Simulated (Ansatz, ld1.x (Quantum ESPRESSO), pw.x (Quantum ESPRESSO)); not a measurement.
# What a changed setting does to a pw.x run (bcc Al)

Potential: norm-conserving Troullier–Martins (Kleinman–Bylander form), ld1.x (Quantum ESPRESSO) 7.5, PBE; core [Ne], reference 3s2 3p1; waves: 3p (bound): rc 2.30 bohr; 3d channel at 0.35 Ry: rc 1.85 bohr; 3s (bound): rc 2.35 bohr; local part: the s channel; core correction: Bessel-smoothed model core inside 1.95 bohr.

The reference run (k-mesh 14³, cutoffs 50/200 Ry, Fermi–Dirac 0.01 Ry, mixing_beta 0.4, conv_thr 1e-9, no spin) gives -0.86 GPa at 16.945 Å³/atom, where all-electron LAPW gives 0.07 GPa. This run, with its own iteration cap, changes conv_thr to 1e-06.

```
&control
  calculation='scf', prefix='x', pseudo_dir='./', outdir='./tmp', tstress=.true., disk_io='none'
/
&system
  ibrav=0, nat=1, ntyp=1, ecutwfc=50, ecutrho=200, nbnd=8,
  occupations='smearing', smearing='fd', degauss=0.01
/
&electrons
  conv_thr=1e-06, mixing_beta=0.4, electron_maxstep=50
/
ATOMIC_SPECIES
Al 1.0 Al.UPF
CELL_PARAMETERS angstrom
  -1.61805716 1.61805716 1.61805716
  1.61805716 -1.61805716 1.61805716
  1.61805716 1.61805716 -1.61805716
ATOMIC_POSITIONS crystal
Al 0.0000 0.0000 0.0000
K_POINTS automatic
14 14 14 0 0 0
```

```bash
pw.x < Al.scf.in > Al.scf.out
```

**Question.** How does the run end?

**Answer.** It converges in 4 iterations; the free energy moves by +0.0 meV/atom and the pressure by +0.00 GPa. The result is that of the reference run.

```
Message from routine setup:
     using ibrav=0 with symmetry is DISCOURAGED, use correct ibrav instead
     lattice parameter (alat)  =       5.2961  a.u.
     unit-cell volume          =     114.3505 (a.u.)^3
     number of electrons       =         3.00
     number of Kohn-Sham states=            8
     kinetic-energy cutoff     =      50.0000  Ry
     charge density cutoff     =     200.0000  Ry
     scf convergence threshold =      1.0E-06
     Exchange-correlation= PBE
     number of k points=   104  Fermi-Dirac smearing, width (Ry)=  0.0100
     iteration #  1     ecut=    50.00 Ry     beta= 0.40
     total energy              =      -4.67117563 Ry
     estimated scf accuracy    <       0.00643748 Ry
     iteration #  2     ecut=    50.00 Ry     beta= 0.40
     total energy              =      -4.67036747 Ry
     estimated scf accuracy    <       0.00203160 Ry
     iteration #  3     ecut=    50.00 Ry     beta= 0.40
     total energy              =      -4.67044190 Ry
     estimated scf accuracy    <       0.00000124 Ry
     iteration #  4     ecut=    50.00 Ry     beta= 0.40
     the Fermi energy is     7.6357 ev
!    total energy              =      -4.67044289 Ry
     estimated scf accuracy    <          2.7E-09 Ry
     smearing contrib. (-TS)   =      -0.00173407 Ry
     The total energy is F=E-TS. E is the sum of the following terms:
     one-electron contribution =       2.86584986 Ry
     hartree contribution      =       0.00423644 Ry
     xc contribution           =      -2.18292908 Ry
     ewald contribution        =      -5.35586604 Ry
     convergence has been achieved in   4 iterations
          total   stress  (Ry/bohr**3)                   (kbar)     P=       -8.62
     Message from routine punch:
     Nothing written, as per user request (disk_io='none')
```

The run took about 4.4 s on one core of a shared host (Neoverse-V1, 32 threads, 247 GiB, load 14).
